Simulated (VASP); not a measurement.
A run of VASP 6.6.1:

Contents of INCAR:

```
PREC     = Accurate       # precision mode
ENCUT    = 600            # plane-wave cutoff, eV
EDIFF    = 1E-7           # SCF threshold, eV
ISMEAR   = 0              # smearing method
SIGMA    = 0.03           # smearing width, eV
LREAL    = F              # projectors in reciprocal space
LASPH    = T              # aspherical terms in the spheres
NELM     = 80             # most SCF steps
ALGO     = Normal         # electronic algorithm
ISIF     = 2              # what is computed and relaxed
LWAVE    = F              # write WAVECAR
LCHARG   = F              # write CHGCAR
METAGGA  = R2SCAN         # meta-GGA
LMIXTAU  = T            
IBRION   = 2              # ionic algorithm
NSW      = 40             # ionic steps
EDIFFG   = -0.01          # ionic threshold
```

KPOINTS

```
regular mesh
0
Gamma
  8 8 8
```

File POSCAR:

```
GaP                                     
1.0
    0.0000000000      2.7611126653      2.7611126653
    2.7611126653      0.0000000000      2.7611126653
    2.7611126653      2.7611126653      0.0000000000
  Ga              P             
     1     1
Direct
     0.0000000000000000    0.0000000000000000    0.0000000000000000
     0.2500000000000000    0.2500000000000000    0.2500000000000000
```

Potentials or basis: VASP PAW PBE potentials, release 64 (Ga_d, P).

Launch:

```bash
$ cat potpaw_PBE.64/Ga_d/POTCAR potpaw_PBE.64/P/POTCAR > POTCAR
$ mpirun -np 1 vasp_std > vasp.out
```

Hardware: 1 thread of Intel(R) Xeon(R) 6975P-C (Granite Rapids) (shared host).

**Question.** How long does it take, and how much memory?

**Answer.** It took 36 s on 1 thread of Intel(R) Xeon(R) 6975P-C (Granite Rapids), on a shared host, peak memory 0.19 GiB. Counts: scf iterations 18, k points 29, ion steps 1.
